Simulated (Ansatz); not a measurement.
Run on Gd (R-3m) — total moment held at 0 μB

These are results of DFT, PBE, PAW with Ansatz's default frozen-core files, scalar-relativistic (Ansatz 0.2.0), not measurements.

Command: `ansatz run input.yaml --threads 2 --pin off --max-ram 6144MiB --backend cpu --events-out ev --progress --plain --runs-dir out`

```yaml
crystal:
  lattice:
    - [1.8248561918, 1.0535812136, 8.90239077]
    - [-1.8248561918, 1.0535812136, 8.90239077]
    - [0.0, -2.1071624271, 8.90239077]
  atoms:
    - { symbol: Gd, position: [0.0, 0.0, 0.0] }
    - { symbol: Gd, position: [0.2229111, 0.2229111, 0.2229111] }
    - { symbol: Gd, position: [0.7770889, 0.7770889, 0.7770889] }
magnetization:
  spin_polarized: true
  initial_magnetization: 0.0
  spin_locking: { lock_magnetization: hard }
kpoints:
  mp_grid: { grid: [11, 11, 11] }
scf:
  occupations: { method: fermi_dirac, width: 0.1 }
hamiltonian:
  xc: pbe
  pseudopotentials: { kind: paw }
output:
  forces: true
  stress: true
  eigenvalues: true
```

The program prints:

```
Warning: output.stress: scf.convergence.dr2_threshold = 1e-7 eV (the SCF's general default) is looser than the 3e-10 eV advised for a printed stress (1e-10 eV for each atom of the cell: 3). What an SCF threshold leaves in a stress goes as its square root, and in the free energy as the threshold itself, and one threshold admits the most on a small cell: of the crystals measured, under no hybrid fun …
basis.fft_grid_basis auto: the FFT boxes are laid along the combinations [[1, 0, -1], [0, 1, -1], [0, 0, 1]] of the cell's own vectors, 3.650, 3.650 and 9.148 Å long. The dense box has 25×25×64 points. Along the cell's own vectors, as sized, it would have 64×64×64, 6.55 times as many. Of the 12 symmetry operations that the crystal satisfies within crystal.symmetry.tolerance (time reversal apart; o …
band count auto-derived: 44, from the close of a first SCF at 33 (N_el = 54.0; filled up to band 27; 33 by the electrons, moments and atoms)
Engine: ansatz 0.2.0
Pseudopotentials: kind: paw
Pseudopotential: Gd, paw, valence charge 18, recommended cutoff 420 eV (normal), Gd.paw.azcp
Functional definition: PBE
  parameter kappa = 0.804
  parameter beta = 0.06672455060314922
  exchange = pbe_x(kappa = kappa, mu = beta*pi^2/3)
  correlation = pbe_c(beta = beta)
Crystal: 3 atoms, lattice volume = 102.696 Å³
Basis set: ecut = 420 eV, 2003 PW (Γ), FFT grids on a1−a3, a2−a3, a3, exchange–correlation on 50×50×128 points (8 copies of the dense FFT grid, shifted against one another)
Bands: 33, of which v1, the nominal top of the filled ones, is band 27 counted from 1 (26 counted from 0)
Symmetry: 12 space group operations
Space group: R-3m (ITA 166), of the structure as read, at distance tolerance 4.7e-5 Å
k-points: 146 of 1331
Non-local potential: Gd, projectors of the file, l = 0: 3, l = 1: 2, l = 2: 2, l = 3: 3
PAW form: soft (Blöchl's): semilocal exchange-correlation on the pseudo side does not see the compensation charge
PAW one-centre angular grid: Gd, 590 points (default); XC on 64 Gauss nodes
Initial density: superposition of atomic densities (chi_scale 0.1, normalization cell)
Initial wavefunctions: pseudopotential atomic-orbital guess
Functional: x = pbe(κ = 0.804, μ = 0.2195149727645171), c = pbe(β = 0.06672455060314922)
SCF iter   1: F=—  HF=-27975.787977 eV  |F-HF|=—  |Δ(HF+E_count)|=         —  Δρ=4.57e-2 (↑4.57e-2 ↓4.57e-2)  dr2=9.75e0  dr2_m=0.00e0  M=0.000 μB ∫|m|=0.000 μB  β_m=0.30  ethr=3.10e-3  ⟨swp⟩=5.2  Hψ=16594  notcnv=0
preconditioner: auto → Kerker (q_TF=auto, 2.451 Å⁻¹)  [metal: Δε(μ)=0.000 eV  Ē_g=6.920 eV  σ=0.100 eV  W_gap=0.00  n_scr=30 (ndim 8)  ℏωp=25.4 eV  f_vac=0.000  D(μ)=72.83/eV (n_scr^D=2558)]
spin=Collinear: Kerker preconditioning applied to the charge; magnetization (m = ρ↑ − ρ↓) channel mixes plain (no charge-response kernel on spin).
SCF iter   2: F=—  HF=-27991.821969 eV  |F-HF|=—  |Δ(HF+E_count)|=    1.60e1  Δρ=3.78e-1 (↑3.78e-1 ↓3.78e-1)  dr2=9.59e2  dr2_m=0.00e0  M=0.000 μB ∫|m|=0.000 μB  β_m=0.05  ethr=3.10e-3  ⟨swp⟩=3.6  Hψ=11794  notcnv=0  recentre
[...]
iteration 101: the SCF's residuals had fallen too slowly under its mixing. It goes on by minimising its free energy, and can end on another state than longer mixing would; under `scf.algorithm: density_mixing` no SCF does so, but by `scf.convergence.dm_fallback`
[...]
SCF 1, on 33 bands, converged in 141 iterations: F = -27993.815229 eV; the run's SCF on all bands comes behind
  greatest PAW one-centre occupation: 0.999 electrons in one spin orbital (limit 2), on the Gd atom at site 0 (counted from 0), in its partial waves of l = 0
The result of the SCF on 33 bands, without a stress, told ahead of the SCF on all bands, whose result is the run's:
SCF converged after 141 iterations
Stability checked in part: among states of this total moment a probe did not find this state unstable; a lower state of another moment was not looked for (fixed_total_moment; see scf.lower_state_search)
Magnetization: 0.0000 μB (27.0000 up, 27.0000 down)
Absolute magnetization: 24.9307 μB (∫|ρ↑−ρ↓|, with the PAW one-centre terms)
Spin contamination: 12.9537 ħ² per cell (⟨S²⟩ above its minimum at these occupations)
Per-site moments (μB) at R_I (Å): [(8.49664782271154, 1.4951131485665823), (-5.632872006771394, 1.4951131485665823), (-5.6328720067714, 1.4951131485665823)]
Free energy (F): -27993.815229 eV
Harris-Foulkes:  -27993.815229 eV  (|F-HF|=9.26e-8)
Internal energy: -27993.641863 eV  (E = F + TS)
E sigma→0 (E₀):  -27993.728546 eV
Entropy (-TS):   -0.173366 eV (-57.789 meV/atom)
Fermi energy:    11.739805 (↑ 12.598974, ↓ 10.880636) eV
--- Per-component energies (eV) ---
  E_band       = -94.097453
  E_kinetic    = 1204.850902
  E_local      = -6506.488763  (includes V_loc(G=0)·N_el)
  E_nonlocal   = 886.702598
  E_hartree    = 2699.152629
  E_xc         = -696.110304
  E_vxc        = -754.488479  (∫ρ·V_xc dr)
  E_paw        = -19357.318447  (= ΣΔE_a)
  E_vpaw       = -322.969346  (= ΣTr[D̂ρ^β])
  E_aug_tail   = 0.000000  (compensation charges beyond the density's cutoff)
  E_ewald      = -6224.430479
  E_smearing   = -0.173366  (= −TS)
  E_closure    = -0.000000  (closes the sum)
  Σ components = -27993.815229   (vs F -27993.815229, Δ=0.00e0)
--- Forces (eV/Å), atoms counted from 1 ---
  atom   1  Gd    -0.00000000     0.00000000     0.00000000
  atom   2  Gd     0.00000000    -0.00000000    -0.17520071
  atom   3  Gd     0.00000000     0.00000000     0.17520071
  max |Σ_I F_I| component: 9.86e-31 eV/Å
--- Band table (eV; the first three rows and the last of 292) ---
  k-point 0 ↑: bands = ["-33.5670", "-29.9645", "-29.9298", "-11.0643", "-10.7655", "-10.7655", "-8.6690", "-8.2263", "-8.1022", "-8.1022", "-8.0508", "-8.0508", "6.4531", "6.6943", "6.7404", "6.7635", "6.7635", "6.7989", "6.7989", "6.8438", "8.5660", "8.7592", "11.7269", "11.9851", "12.7554", "12.7554", "12.7896", "12.9223", "13.0548", "13.0829", "13.0829", "13.1039", "13.1039"]
  k-point 1 ↑: bands = ["-33.5642", "-29.9600", "-29.9265", "-11.0575", "-10.8071", "-10.7749", "-8.6539", "-8.2383", "-8.1454", "-8.1165", "-8.1044", "-8.0608", "6.6542", "6.7006", "6.7433", "6.7626", "6.7667", "6.7929", "6.7979", "6.8349", "8.7267", "8.9649", "11.6181", "11.8144", "12.4820", "12.6719", "12.8742", "12.9025", "12.9966", "13.0754", "13.0826", "13.1182", "13.1463"]
  k-point 2 ↑: bands = ["-33.5565", "-29.9476", "-29.9177", "-11.0392", "-10.9165", "-10.7999", "-8.6162", "-8.3273", "-8.2451", "-8.1983", "-8.1538", "-8.0880", "6.7184", "6.7480", "6.7626", "6.7754", "6.7787", "6.7929", "6.8151", "7.2179", "9.1180", "9.5019", "11.3354", "11.4804", "11.9583", "12.4064", "12.7471", "12.9053", "13.0347", "13.0645", "13.1270", "13.1375", "13.1729"]
  k-point 145 ↓: bands = ["-32.5688", "-32.5456", "-30.0234", "-10.2368", "-9.9456", "-9.8625", "-9.8418", "-9.8320", "-9.8008", "-8.1474", "-7.9257", "-7.8915", "8.3601", "8.3607", "8.3717", "8.3769", "8.3814", "8.3849", "8.3905", "8.4163", "8.4226", "8.4247", "8.4272", "8.4281", "8.4461", "8.4474", "8.9785", "9.2781", "10.9808", "12.1077", "12.1666", "12.2171", "12.2269"]
Of that result alone: the bands leave out some 4.359e-3 electrons a cell, over the threshold 1e-3 (by scf.eigensolver.empty_state_threshold): the first level above them, at 13.1799 eV, would hold 2.990e-3 of 1 at k-index 35 (spin ↑), k = (0.0000, 0.4545, -0.4545) — in the run's first SCF, on fewer bands than the run's own 44
Bands: 44, of which v1, the nominal top of the filled ones, is band 27 counted from 1 (26 counted from 0)
Initial density: handed on by an earlier stage of this run
[...]
SCF iter   2: F=—  HF=-27993.816151 eV  |F-HF|=—  |Δ(HF+E_count)|=   3.80e-6  Δρ=1.18e-4 (↑1.18e-4 ↓4.89e-5)  dr2=3.01e-5  dr2_m=1.42e-6  M=0.000 μB ∫|m|=24.951 μB  β_m=0.25  ethr=1.78e-7  ⟨swp⟩=2.0  Hψ=16027  notcnv=0
SCF iter   3: F=—  HF=-27993.816146 eV  |F-HF|=—  |Δ(HF+E_count)|=   5.14e-6  Δρ=6.77e-5 (↑6.77e-5 ↓1.68e-5)  dr2=3.03e-6  dr2_m=1.60e-6  M=0.000 μB ∫|m|=24.947 μB  β_m=0.46  ethr=5.57e-8  ⟨swp⟩=1.8  Hψ=15701  notcnv=0
SCF iter   4: F=—  HF=-27993.816146 eV  |F-HF|=—  |Δ(HF+E_count)|=   1.10e-7  Δρ=8.69e-6 (↑8.69e-6 ↓3.96e-6)  dr2=1.77e-7  dr2_m=2.17e-8  M=0.000 μB ∫|m|=24.948 μB  β_m=0.59  ethr=5.62e-9  ⟨swp⟩=2.1  Hψ=19814  notcnv=0
SCF iter   5: F=—  HF=-27993.816146 eV  |F-HF|=—  |Δ(HF+E_count)|=   1.44e-8  Δρ=1.02e-5 (↑1.02e-5 ↓2.63e-6)  dr2=2.09e-7  dr2_m=1.82e-8  M=0.000 μB ∫|m|=24.948 μB  β_m=0.59  ethr=1.85e-10  ⟨swp⟩=6.4  Hψ=52067  notcnv=0
SCF iter   6: F=-27993.816146 eV  HF=-27993.816146 eV  |F-HF|=6.38e-8  |Δ(HF+E_count)|=   1.26e-9  Δρ=5.28e-6 (↑5.28e-6 ↓1.54e-6)  dr2=6.61e-8  dr2_m=3.89e-9  M=0.000 μB ∫|m|=24.948 μB  ethr=1.85e-10  ⟨swp⟩=2.8  Hψ=41491  notcnv=0
SCF 2 converged in 6 iterations: F = -27993.816146 eV  dr2 = 6.61e-8
SCF converged after 147 iterations (141 of them on 33 bands)
Stability checked in part: among states of this total moment the steps that led to this state did not find it unstable. No probe was made; neither looks for a lower state of another moment (fixed_total_moment; see scf.lower_state_search)
Magnetization: 0.0000 μB (27.0000 up, 27.0000 down)
Absolute magnetization: 24.9278 μB (∫|ρ↑−ρ↓|, with the PAW one-centre terms)
Spin contamination: 12.9496 ħ² per cell (⟨S²⟩ above its minimum at these occupations)
Per-site moments (μB) at R_I (Å): [(8.496807430013597, 1.4951131485665823), (-5.632617246145433, 1.4951131485665823), (-5.632617246145434, 1.4951131485665823)]
Free energy (F): -27993.816146 eV
Harris-Foulkes:  -27993.816146 eV  (|F-HF|=6.38e-8)
Internal energy: -27993.636901 eV  (E = F + TS)
E sigma→0 (E₀):  -27993.726523 eV
Entropy (-TS):   -0.179245 eV (-59.748 meV/atom)
Fermi energy:    11.739605 (↑ 12.598633, ↓ 10.880577) eV
--- Per-component energies (eV) ---
  E_band       = -93.980554
  E_kinetic    = 1204.819573
  E_local      = -6506.611198  (includes V_loc(G=0)·N_el)
  E_nonlocal   = 886.785970
  E_hartree    = 2699.251677
  E_xc         = -696.092451
  E_vxc        = -754.466063  (∫ρ·V_xc dr)
  E_paw        = -19357.359994  (= ΣΔE_a)
  E_vpaw       = -323.022869  (= ΣTr[D̂ρ^β])
  E_aug_tail   = 0.000000  (compensation charges beyond the density's cutoff)
  E_ewald      = -6224.430479
  E_smearing   = -0.179245  (= −TS)
  E_closure    = -0.000000  (closes the sum)
  Σ components = -27993.816146   (vs F -27993.816146, Δ=0.00e0)
--- Forces (eV/Å), atoms counted from 1 ---
  atom   1  Gd    -0.00000000     0.00000000     0.00000000
  atom   2  Gd     0.00000000    -0.00000000    -0.17543346
  atom   3  Gd     0.00000000     0.00000000     0.17543346
  max |Σ_I F_I| component: 2.78e-17 eV/Å
--- Stress (GPa, compression-positive) ---
        3.124110       0.000000       0.000000
        0.000000       3.124110       0.000000
        0.000000       0.000000       4.592077
  P = ⅓ Tr σ = 3.6134 GPa (36.134 kbar)
--- Band table (eV; the first three rows and the last of 292) ---
  [... 4 further k-point lines left out ...]
```

Site moments (μB): Gd1 8.50, Gd2 -5.63, Gd3 -5.63. Cell moment 0.00 μB.

Without U a semilocal functional puts the f levels too near the Fermi level, which can change moments and the order of magnetic states; site and cell moments are spin moments. Spin–orbit coupling is left out although heavy atoms are present. With open f shells a run can end in a state that isn't the lowest. The state reached may lie above the lowest one, so it isn't offered as the ground state. The magnetic state is the one that this cell and start allow. It needn't be the compound's measured order, which may need a larger cell or be absent.

It took 37 min on 2 threads of Arm Neoverse V1, with other jobs on the host, peak memory 2.3 GiB.
